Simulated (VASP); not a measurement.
Write the native input for VASP 6.6.1 that does the following.

```yaml
Task: single point
Functional: PBE
Dispersion: D3(BJ)
Potentials_or_basis: VASP PAW PBE potentials, release 64 (C, H, F)
Cutoff: 520 eV
k_mesh: 1 × 1 × 1
Occupations: fermi-dirac, width 0.02 eV
Spin: no spin polarisation
Dipole_correction: no
Further_INCAR_settings: LREAL = Auto; ALGO = Fast; EDIFF = 1e-07; NBANDS = 72
```

The structure of H11C4F3 lies in POSCAR:

```
H11C4F3
1.0
    8.3644000000      0.0000000000      0.0000000000
    0.0000000000      8.3644000000      0.0000000000
    0.0000000000      0.0000000000      8.3644000000
C H F
8 22 6
Direct
    0.4978360671      0.9639782889      0.1413490507
    0.6245636268      0.8731050643      0.1214313041
    0.8585313950      0.5394290087      0.9341614461
    0.9639304672      0.4110157333      0.9324398642
    0.5026780164      0.3714432595      0.5709076563
    0.4277533356      0.2341829659      0.5504399598
    0.2437353546      0.6743699488      0.8536535795
    0.1940127206      0.7234350342      0.7090885180
    0.4499545694      1.0061092248      0.2584883554
    0.4143393429      1.0093013247      0.0428482617
    0.7096504232      0.8413873081      0.2228492181
    0.6770360098      0.8465281431      0.0113935249
    0.7304767826      0.5131031515      0.9449332887
    0.9041772273      0.6545000239      0.9132633542
    0.9253263832      0.2865836163      0.9725981541
    1.0917698819      0.4287695471      0.8984505763
    0.4220505954      0.4830950218      0.5879202334
    0.6262254316      0.3779231027      0.5432188800
    0.3047558701      0.2217971403      0.5722107981
    0.4856654392      0.1164458897      0.5377791593
    0.2390010043      0.7552723447      0.9529314715
    0.3010975085      0.5576371288      0.8644971546
    0.1354430682      0.8403830520      0.7052627804
    0.2173616757      0.6629405576      0.5923796088
    0.9137057051      0.5375400507      0.1605136053
    0.4931136722      0.3668404189      0.8411960212
   -0.0952130458     -0.0072808570      0.9119841232
    0.9269284109      0.1979699680      0.4304791736
    0.8544665487      0.4059227201      0.3218880015
    0.8497680647      1.0846444455      0.6692888910
    0.9146382287      0.5574338865      0.2814069150
    0.4673018985      0.3527569222      0.9495719956
   -0.0085003108      0.0228587825      0.9804170054
    0.9766869112      0.1400817751      0.5200970781
    0.8040863660      0.2937807852      0.3352661279
    0.7919157381      1.0257998183      0.7447515662
```

The cell was built by a generator and needn't be a form met in nature.

The input as run:

INCAR

```
SYSTEM = H11C4F3
ALGO = Fast ; EDIFF = 1E-7
ENCUT = 520 ; GGA = PE
ISIF = 2 ; ISMEAR = -1
IVDW = 12 ; LASPH = .TRUE.
LCHARG = .TRUE. ; LELF = .TRUE.
LREAL = Auto ; LVHAR = .TRUE.
LWAVE = .FALSE. ; NBANDS = 72
NELM = 80 ; PREC = Accurate
SIGMA = 0.02
```

KPOINTS

```
k-points
0
G
  1 1 1
  0 0 0
```

Potentials or basis: VASP PAW PBE potentials, release 64 (C, H, F).

Run with:

```sh
$ cat potpaw_PBE.64/C/POTCAR potpaw_PBE.64/H/POTCAR potpaw_PBE.64/F/POTCAR > POTCAR
$ mpirun -np 1 vasp_gam > vasp.out
```

Results of the run:

| Item | Value |
| --- | --- |
| Pressure | -0.7 GPa |
| Largest force | 3.514 eV/Å |
| Band gap on the k mesh | 4.21 eV, direct |
| Dispersion energy per atom | -0.027 eV |

It took 45 s on 1 thread of AMD EPYC 9R45 96-Core Processor (Zen 5), with other jobs on the host, peak memory 0.54 GiB.
